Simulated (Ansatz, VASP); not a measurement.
**One calculation of Be, two programs**

INCAR

```
SYSTEM = Be
ALGO = Normal
EDIFF = 1E-7
EDIFFG = -0.005
ENCUT = 600
GGA = PS
IBRION = 2
ISIF = 3
ISMEAR = 0
LASPH = .TRUE.
LCHARG = .FALSE.
LREAL = .FALSE.
LWAVE = .FALSE.
NELM = 100
NSW = 100
PREC = Accurate
SIGMA = 0.1
```

File KPOINTS:

```
k-points
0
G
  24 24 24
  0 0 0
```

POSCAR

```
Be
1.0
   -1.2531209513      1.2531209513      1.2531209513
    1.2531209513     -1.2531209513      1.2531209513
    1.2531209513      1.2531209513     -1.2531209513
Be
1
Direct
    0.0000000000      0.0000000000      0.0000000000
```

Input for Ansatz:

```yaml
crystal:
  lattice:
    - [-1.2531209513, 1.2531209513, 1.2531209513]
    - [1.2531209513, -1.2531209513, 1.2531209513]
    - [1.2531209513, 1.2531209513, -1.2531209513]
  atoms:
    - { symbol: Be, position: [0.0, 0.0, 0.0] }
basis:
  ecutwfc: 420
kpoints:
  mp_grid: { grid: [24, 24, 24] }
hamiltonian:
  xc: pbesol
scf:
  occupations: { method: gaussian, width: 0.1 }
output:
  forces: true
  stress: true
  eigenvalues: true
relax:
  adjacent_minimum: "off"
  f_tol: 0.005
  max_steps: 80
  cell: { stress_tol: 0.05 }
```

This isn't the form of Be at room conditions, which is hcp.

Alike in both runs: task relaxation of cell and atoms; functional PBEsol; k mesh 24 × 24 × 24; occupations gaussian, width 0.1 eV; no spin polarisation.

|  | VASP | Ansatz |
| --- | --- | --- |
| version | VASP 6.6.1 | Ansatz 0.2.0 |
| potentials or method | VASP PAW PBE potentials, release 64 (Be) | scalar-relativistic, plane waves, PAW |
| plane-wave cutoff (eV) | 600 | 420 |
| valence electrons in the cell | 2 | 2 |

```csv
,VASP,Ansatz,Ansatz less VASP
"gap on the k mesh at the Fermi level, each at its own relaxed structure (eV)",none,none,-
relaxed volume (Å³/atom),7.77,7.75,-0.024
relaxed cell length with the largest relative difference (Å),2.161,2.159,-0.0023
```

A gap of «none» marks a metal or a gap that the smearing closes.

Caveats: the PAW data sets were made with another functional, which shifts forces and pressure a little (VASP).
